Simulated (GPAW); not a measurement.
# Yb (Fm-3m) in GPAW: equation of state

How stiff is Yb in PBE, and what volume does it want? The cell is scaled to several volumes.

Everything below comes from runs of GPAW 26.7.0. Logs are shortened: lines on timing, memory, paths and dates and some standing lists are left out, and cuts for length are marked. The log counts tension as positive stress, the text compression.

## 1. The structure

It takes space group Fm-3m (No. 225, cubic). Conventional cell: a = 5.486 Å, b = 5.486 Å, c = 5.486 Å, α = 90.00°, β = 90.00°, γ = 90.00°. Yb (site symmetry m-3m) is surrounded by 12 Yb at 3.88 Å.

## 2. Equation of state, PBE, collinear spin, ferromagnetic start

File run.py:

```python
from ase import Atoms
from ase.eos import EquationOfState
from ase.io import Trajectory
from ase.units import GPa
from gpaw import GPAW, PW

atoms = Atoms(['Yb'],
              cell=[[0.0, 2.7431, 2.7431],
                    [2.7431, 0.0, 2.7431],
                    [2.7431, 2.7431, 0.0]],
              scaled_positions=[[0.0, 0.0, 0.0]],
              pbc=True)
atoms.set_initial_magnetic_moments([1.0])

traj = Trajectory('eos.traj', 'w')
volumes, energies = [], []
for x in [0.94, 0.96, 0.98, 1.0, 1.02, 1.04, 1.06]:
    a = atoms.copy()
    a.set_cell(atoms.cell * x**(1 / 3), scale_atoms=True)
    calc = GPAW(mode=PW(800),
                xc='PBE',
                kpts={'size': (8, 8, 8), 'gamma': True},
                occupations={'name': 'fermi-dirac', 'width': 0.05},
                nbands=24,
                convergence={'density': 1e-05, 'energy': 1e-05},
                maxiter=150,
                txt=f'eos-{x:.2f}.txt')
    a.calc = calc
    energies.append(a.get_potential_energy(force_consistent=True))
    volumes.append(a.get_volume())
    p = -a.get_stress()[:3].mean() / GPa
    calc.write(f'eos-{x:.2f}.gpw')
    traj.write(a)
    print(f'{x:.2f} {volumes[-1]:10.4f} A^3 {energies[-1]:14.6f} eV {p:9.3f} GPa', flush=True)

v0, e0, B = EquationOfState(volumes, energies, eos='birchmurnaghan').fit()
print(f'V0 = {v0:.4f} A^3, E0 = {e0:.6f} eV, B0 = {B / GPa:.2f} GPa')
```

Potentials or basis: GPAW PAW data sets (gpaw-data 1.2.1), pw.

Started as:

```console
OMP_NUM_THREADS=1 python run.py
```

Log:

```text
__  _  _
 | _ |_)|_||  |
 |__||  | ||/\| - 26.7.0

Input parameters:
  mode=PW(ecut=800.0),
  convergence={'density': 1e-05, 'energy': 1e-05},
  kpts=MonkhorstPack(size=(8, 8, 8), gamma=True),
  maxiter=150,
  nbands=24,
  occupations=Occupations(name='fermi-dirac', width=0.05),
  xc=XC(name='PBE')

Diagonalizing LCAO Hamiltonian
Converting LCAO to pw mode

       Yb

Atoms  # Å, Bohr magnetons
|   | symbol |        x |        y |        z |    initial magnetic moments |
|---|--------|----------|----------|----------|-----------------------------|
| 0 |     Yb | 0.000000 | 0.000000 | 0.000000 | ( 0.0000,  0.0000,  1.0000) |

Unit cell  # Å
| periodic |        x |        y |        z |  lengths |    angles |
|----------|----------|----------|----------|----------|-----------|
|      yes | 0.000000 | 2.687103 | 2.687103 | 3.800137 | 60.000000 |
|      yes | 2.687103 | 0.000000 | 2.687103 | 3.800137 | 60.000000 |
|      yes | 2.687103 | 2.687103 | 0.000000 | 3.800137 | 60.000000 |

Number of symmetries: 48
Symmetry operations  # r_c * U_cc + t_c -> r_c
|    | kind |            matrix            |
|----|------|------------------------------|
|  0 |  σ   |  1, 0, 0,  1, 0,-1,  1,-1, 0 |
|  1 |  C2  |  1, 0, 0,  1,-1, 0,  1, 0,-1 |
|  2 |  E   |  1, 0, 0,  0, 1, 0,  0, 0, 1 |
|  3 |  σ   |  1, 0, 0,  0, 0, 1,  0, 1, 0 |
|  4 |  C4  |  1, 0,-1,  1, 0, 0,  1,-1, 0 |
|  5 |  S6  |  1, 0,-1,  1,-1, 0,  1, 0, 0 |
|  6 |  σ   |  1, 0,-1,  0, 1,-1,  0, 0,-1 |
|  7 |  C3  |  1, 0,-1,  0, 0,-1,  0, 1,-1 |
|  8 |  S6  |  1,-1, 0,  1, 0, 0,  1, 0,-1 |
|  9 |  C4  |  1,-1, 0,  1, 0,-1,  1, 0, 0 |
| 10 |  C3  |  1,-1, 0,  0,-1, 1,  0,-1, 0 |
| 11 |  σ   |  1,-1, 0,  0,-1, 0,  0,-1, 1 |
| 12 |  σ   |  0, 1, 0,  1, 0, 0,  0, 0, 1 |
| 13 |  C4  |  0, 1, 0,  0, 1,-1, -1, 1, 0 |
| 14 |  C3  |  0, 1, 0,  0, 0, 1,  1, 0, 0 |
| 15 |  S6  |  0, 1, 0, -1, 1, 0,  0, 1,-1 |
| 16 |  C2  |  0, 1,-1,  1, 0,-1,  0, 0,-1 |
| 17 |  σ   |  0, 1,-1,  0, 1, 0, -1, 1, 0 |
| 18 |  S4  |  0, 1,-1,  0, 0,-1,  1, 0,-1 |
| 19 |  C4  |  0, 1,-1, -1, 1, 0,  0, 1, 0 |
| 20 |  C3  |  0, 0, 1,  1, 0, 0,  0, 1, 0 |
| 21 |  σ   |  0, 0, 1,  0, 1, 0,  1, 0, 0 |
| 22 |  S6  |  0, 0, 1,  0,-1, 1, -1, 0, 1 |
| 23 |  C4  |  0, 0, 1, -1, 0, 1,  0,-1, 1 |
| 24 |  S4  |  0, 0,-1,  1, 0,-1,  0, 1,-1 |
| 25 |  C3  |  0, 0,-1,  0, 1,-1,  1, 0,-1 |
| 26 |  C2  |  0, 0,-1,  0,-1, 0, -1, 0, 0 |
| 27 |  S6  |  0, 0,-1, -1, 0, 0,  0,-1, 0 |
| 28 |  S4  |  0,-1, 1,  1,-1, 0,  0,-1, 0 |
| 29 |  C4  |  0,-1, 1,  0, 0, 1, -1, 0, 1 |
| 30 |  C2  |  0,-1, 1,  0,-1, 0,  1,-1, 0 |
| 31 |  σ   |  0,-1, 1, -1, 0, 1,  0, 0, 1 |
| 32 |  C3  |  0,-1, 0,  1,-1, 0,  0,-1, 1 |
| 33 |  S6  |  0,-1, 0,  0, 0,-1, -1, 0, 0 |
| 34 |  S4  |  0,-1, 0,  0,-1, 1,  1,-1, 0 |
| 35 |  C2  |  0,-1, 0, -1, 0, 0,  0, 0,-1 |
| 36 |  C2  | -1, 1, 0,  0, 1, 0,  0, 1,-1 |
| 37 |  S6  | -1, 1, 0,  0, 1,-1,  0, 1, 0 |
| 38 |  S4  | -1, 1, 0, -1, 0, 1, -1, 0, 0 |
| 39 |  C3  | -1, 1, 0, -1, 0, 0, -1, 0, 1 |
| 40 |  S6  | -1, 0, 1,  0, 0, 1,  0,-1, 1 |
| 41 |  C2  | -1, 0, 1,  0,-1, 1,  0, 0, 1 |
| 42 |  C3  | -1, 0, 1, -1, 1, 0, -1, 0, 0 |
| 43 |  S4  | -1, 0, 1, -1, 0, 0, -1, 1, 0 |
| 44 |  C2  | -1, 0, 0,  0, 0,-1,  0,-1, 0 |
| 45 |  i   | -1, 0, 0,  0,-1, 0,  0, 0,-1 |
| 46 |  σ   | -1, 0, 0, -1, 1, 0, -1, 0, 1 |
| 47 |  C2  | -1, 0, 0, -1, 0, 1, -1, 1, 0 |

BZ-sampling:
  Number of BZ points: 512
  Number of IBZ points: 29

  Monkhorst-Pack size: [8, 8, 8]
  Monkhorst-Pack shift: [0.0625, 0.0625, 0.0625]

K-points  # in reciprocal-cell coordinates
|     |                                coordinates |     weight |
|-----|--------------------------------------------|------------|
|   0 | (  0.00000000,   0.00000000,   0.00000000) | 0.00195312 |
|   1 | (  0.12500000,   0.12500000,   0.00000000) | 0.01171875 |
|   2 | (  0.12500000,   0.12500000,   0.12500000) | 0.01562500 |
|   3 | (  0.25000000,   0.12500000,   0.12500000) | 0.02343750 |
|   4 | (  0.25000000,   0.25000000,   0.00000000) | 0.01171875 |
|   5 | (  0.25000000,   0.25000000,   0.12500000) | 0.04687500 |
|   6 | (  0.25000000,   0.25000000,   0.25000000) | 0.01562500 |
|   7 | (  0.37500000,   0.25000000,  -0.37500000) | 0.04687500 |
|   8 | (  0.37500000,   0.25000000,   0.12500000) | 0.04687500 |
|   9 | (  0.37500000,   0.25000000,   0.25000000) | 0.04687500 |
| ... |                                            |            |
|  28 | (  0.50000000,   0.50000000,   0.50000000) | 0.00781250 |

Plane wave coefficients: 2012
Cutoff: 800.0 eV

Spin-components: 2 (collinear spins)
Bands:           24
Projectors:      8
Spin-degeneracy: 1
Datatype:        complex128

Density:
  Valence electrons: 24.0
  Components: 2
  Grid points: [25 25 25]
  Charge: 0.0  # |e|

Potential:
  Grid points: [25 25 25]

species:
  Yb:
    name:    Ytterbium
    Z:       70.0
    valence: 24
    core:    46
    charge:  0.0  # [|e|]
    compensation charges:
      type: gauss
      rc: 0.35  # [Å]
      lmax: 2
    cutoffs:
      filter: 1.17  # [Å]
      core: 1.64  # [Å]
    projectors
    | kind |    occ | energy [eV] | rcut [Å] |
    |------|--------|-------------|----------|
    |   5s |  2.000 |     -54.928 |    1.164 |
    |   6s |  2.000 |      -3.920 |    1.164 |
    |   5p |  6.000 |     -27.426 |    1.164 |
    |   6p |  0.000 |      -1.107 |    1.164 |
    |   5d |  0.000 |      -0.667 |    1.164 |
    |   4f | 14.000 |      -3.009 |    1.164 |
    |    d |        |      26.544 |    1.164 |
    |    f |        |      24.202 |    1.164 |

    Using partial waves for Yb as LCAO basis

Reference energy: -382585.272641  # eV

eigensolver:
  PPCG
  Converge bands: occupied
  niter=2

density mixing:
  MSR1-Mixer
  Pratt-step length: 0.05
  Maximum mixing coefficient: 0.75
  Old densities: 10
  SVD Regularization: 0.005
  Good broyden scale: 1.0
  Trust region scale: 1.0
  Backstep threshold: 4.0
  History deletion threshold: 6.0
  Fourier metric: weight=20.0, sigma=0.015

occupation numbers:
  Fermi-Dirac:
    width: 0.0500  # eV

poisson solver:
  ecut: 6400.0  # eV

xc functional:
  name: PBE with 2 nearest neighbor stencil

convergence criteria:
- Maximum integral of absolute [dens]ity change: 1e-05 electrons / valence electron
- Maximum [total energy] change in last 3 cyles: 1e-05 eV / valence electron
- Maximum integral of absolute [eigenst]ate change: 4e-08 eV^2 / valence electron
maximum number of iterations: 150

SCF iterations
|iter     | |      energy | eigst |  dens |  magmom |
|---------|-|-------------|-------|-------|---------|
|iter:   1| |   -6.423357 | -0.01 |       |  +0.8338|
|iter:   2| |   -4.932636 | -1.98 | -0.93 |  +0.7964|
|iter:   3| |   -7.023160 | -0.23 | -0.98 |  +0.3684|
|iter:   4| |   -1.889579 | -0.56 | -0.44 |  +0.5827|
|iter:   5| |   -1.476986 | -2.11 | -1.20 |  +0.4341|
|iter:   6| |   -1.351842 | -2.61 | -1.35 |  +0.2102|
|iter:   7| |   -1.239291 | -2.52 | -1.54 |  +0.1251|
|iter:   8| |   -1.218696 | -2.57 | -1.82 |  -0.0036|
|iter:   9| |   -1.222093 | -2.99 | -1.94 |  +0.0594|
|iter:  10| |   -1.218593 | -2.99 | -2.11 |  -0.0102|
|iter:  11| |   -1.230053 | -2.80 | -1.97 |  -0.0158|
|iter:  12| |   -1.215250 | -3.23 | -1.99 |  +0.0124|
|iter:  13| |   -1.216162 | -5.01 | -2.74 |  +0.0030|
|iter:  14| |   -1.215846 | -6.00 | -3.31 |  -0.0004|
|iter:  15| |   -1.215948 | -6.91 | -3.67 |  -0.0007|
|iter:  16| |   -1.215949c| -8.55c| -4.57 |  -0.0004|
|iter:  17| |   -1.215949c| -8.31c| -4.85 |  -0.0002|
|iter:  18| |   -1.215953c| -7.69c| -5.05c|  -0.0001|

Converged in 18 steps
Energy contributions relative to reference atoms: (reference = -382585.272641)

Energy contributions:
  Kinetic:         -25.692927
  Coulomb:          24.492130
  Zero:              0.242975
  External:          0.000000
  Xc:               -0.252041
  Entropy:          -0.012178
  Spinorbit:         0.000000
  ----------------------------
  Free energy:      -1.222042
  Extrapolated:     -1.215953

dipole moment: (-24.681323, -24.681323, -24.681323)  # |e|*Ang

Total magnetic moment: (0.000000, 0.000000, -0.000084)

Local magnetic moments
|        x |        y |        z |
|----------|----------|----------|
| 0.000000 | 0.000000 | 0.000010 |  # Yb   0

Fermi level: 5.831
Eigenvalues  # (at kpt = [0.000, 0.000, 0.000])
| band index |      eig [eV] | occ [0-1] |      eig [eV] | occ [0-1] |
|------------|---------------|-----------|---------------|-----------|
|          0 |       -45.852 |     1.000 |       -45.852 |     1.000 |
|        ... |               |           |               |           |
|          4 |         0.790 |     1.000 |         0.789 |     1.000 |
|          5 |         5.349 |     1.000 |         5.349 |     1.000 |
|          6 |         5.442 |     1.000 |         5.442 |     1.000 |
|          7 |         5.442 |     1.000 |         5.442 |     1.000 |
|          8 |         5.442 |     1.000 |         5.442 |     1.000 |
|          9 |         5.548 |     0.996 |         5.548 |     0.996 |
[... 8 lines left out ...]
|         18 |        17.534 |     0.000 |        17.534 |     0.000 |
|         19 |        17.534 |     0.000 |        17.534 |     0.000 |
|        ... |               |           |               |           |
|         23 |        24.962 |     0.000 |        24.963 |     0.000 |

No gap
No difference between direct/indirect transitions

Stress tensor  # eV/Ang^3
|        x |        y |        z |
|----------|----------|----------|
| 0.008019 | 0.000000 | 0.000000 |
| 0.000000 | 0.008019 | 0.000000 |
| 0.000000 | 0.000000 | 0.008019 |

# Writing to eos-0.94.gpw (mode='')
```

Run time: 6.5 min. Hardware: 1 thread of AMD EPYC 9R45 (Zen 5), shared host; peak memory 0.51 GiB.

What came out:

```
Equilibrium volume : 36.08 Å³/atom (rough: see the caveat)
Bulk modulus       : 19.2 GPa (rough)
```

Energy against volume, from the lowest point:
| volume (Å³/atom) | energy (meV/atom) |
| --- | --- |
| 38.805 | 0.00 |
| 39.630 | 7.00 |
| 40.456 | 15.51 |
| 41.281 | 25.24 |
| 42.107 | 36.13 |
| 42.933 | 48.04 |
| 43.758 | 60.91 |

Caveat: one-centre terms of the f shell are cut off; the minimum lies outside the volumes run; spin-orbit coupling is left out, which moves the levels of the heavy elements. The state reached can hang on the start; a lower one may exist.
